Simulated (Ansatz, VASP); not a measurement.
**GdO: VASP beside Ansatz**

Contents of INCAR:

```
SYSTEM = GdO
PREC = Accurate
ENCUT = 520
EDIFF = 1E-6
ISMEAR = 0
SIGMA = 0.05
LREAL = .FALSE.
LASPH = .TRUE.
NELM = 150
ALGO = Normal
ISIF = 2
LWAVE = .FALSE.
LCHARG = .FALSE.
ISPIN = 2
MAGMOM = 7.72 0.01
LORBIT = 11
LMAXMIX = 6
LDAU = .TRUE.
LDAUTYPE = 2
LDAUL = 3 -1
LDAUU = 6 0
LDAUJ = 0 0
LDAUPRINT = 1
GGA = PS
NBANDS = 23
```

The input KPOINTS:

```
Automatic mesh
0
G
  6 6 6
  0 0 0
```

POSCAR

```
GdO
1.0
    0.0000000000      2.7000000000      2.7000000000
    2.7000000000      0.0000000000      2.7000000000
    2.7000000000      2.7000000000      0.0000000000
Gd O
1 1
Direct
    0.0000000000      0.0000000000      0.0000000000
    0.2500000000      0.2500000000      0.2500000000
```

Input for Ansatz:

```yaml
crystal:
  lattice:
    - [0.0, 2.7, 2.7]
    - [2.7, 0.0, 2.7]
    - [2.7, 2.7, 0.0]
  atoms:
    - { symbol: Gd, position: [0.0, 0.0, 0.0], spin: 6.0 }
    - { symbol: O, position: [0.25, 0.25, 0.25] }
basis:
  ecutwfc: 420
  ecutrho_ratio: 4
kpoints:
  mp_grid: { grid: [6, 6, 6] }
hamiltonian:
  xc: pbesol
  hubbard:
    sites:
      - { site: 0, l: f, u_eff: 6.0, starting_ns: [{ spin: up, occupation_matrix: s0up }, { spin: down, occupation_matrix: s0down }] }
    occupation_matrices:
      s0up:
        matrix:
          - [0.97, 0.0, 0.0, 0.0, 0.0, 0.0, 0.0]
          - [0.0, 0.97, 0.0, 0.0, 0.0, 0.0, 0.0]
          - [0.0, 0.0, 0.97, 0.0, 0.0, 0.0, 0.0]
          - [0.0, 0.0, 0.0, 0.97, 0.0, 0.0, 0.0]
          - [0.0, 0.0, 0.0, 0.0, 0.97, 0.0, 0.0]
          - [0.0, 0.0, 0.0, 0.0, 0.0, 0.97, 0.0]
          - [0.0, 0.0, 0.0, 0.0, 0.0, 0.0, 0.97]
      s0down:
        matrix:
          - [0.22173, 0.27189, 0.12279, -0.13156, 0.12718, -0.02631, 0.16664]
          - [0.27189, 0.38646, 0.1655, -0.17732, 0.17141, -0.03546, 0.22461]
          - [0.12279, 0.1655, 0.09474, -0.08008, 0.07741, -0.01602, 0.10144]
          - [-0.13156, -0.17732, -0.08008, 0.1058, -0.08294, 0.01716, -0.10868]
          - [0.12718, 0.17141, 0.07741, -0.08294, 0.10018, -0.01659, 0.10506]
          - [-0.02631, -0.03546, -0.01602, 0.01716, -0.01659, 0.02343, -0.02174]
          - [0.16664, 0.22461, 0.10144, -0.10868, 0.10506, -0.02174, 0.15766]
    ns_hold: until_converged
scf:
  occupations: { method: gaussian, width: 0.05 }
  lower_state_search: "off"
  max_iter: 150
output:
  forces: true
  stress: true
  eigenvalues: true
  populations: true
  hubbard: { sites: [{ site: 0, l: f }] }
magnetization:
  spin_polarized: true
```

Alike in both runs: task single point; functional PBEsol; k mesh 6 × 6 × 6; occupations gaussian, width 0.05 eV; collinear spin; Hubbard terms Gd f U = 6.0 eV.

|  | VASP | Ansatz |
| --- | --- | --- |
| version | VASP 6.6.1 | Ansatz 0.2.0 |
| potentials or method | VASP PAW PBE potentials, release 64 (Gd, O) | scalar-relativistic, plane waves, PAW |
| plane-wave cutoff (eV) | 520 | 420 |
| valence electrons in the cell | 24 | 24 |

```tsv
	VASP	Ansatz	Ansatz less VASP
gap on the k mesh at the Fermi level (eV)	none	none	-
pressure (GPa)	-3.8	-3.9	-0.12
net moment per atom (μB)	3.96	3.96	-0.002
size of the moment on the site where the two differ most (μB)	7.08	7.01	-0.064
```

Site moments also hang on the region over which each program counts them. The programs project onto different local orbitals, so the same U acts differently. A gap of «none» marks a metal or a gap that the smearing closes. Ansatz warned: «filled_band_counts_differ_across_k_points».

Caveats: the PAW data sets were made with another functional, which shifts forces and pressure a little (VASP); spin-orbit coupling is left out, which moves the levels of the heavy elements; a cell with one magnetic atom can't hold antiferromagnetic order, which such compounds often take. The state reached can hang on the start; a lower one may exist.
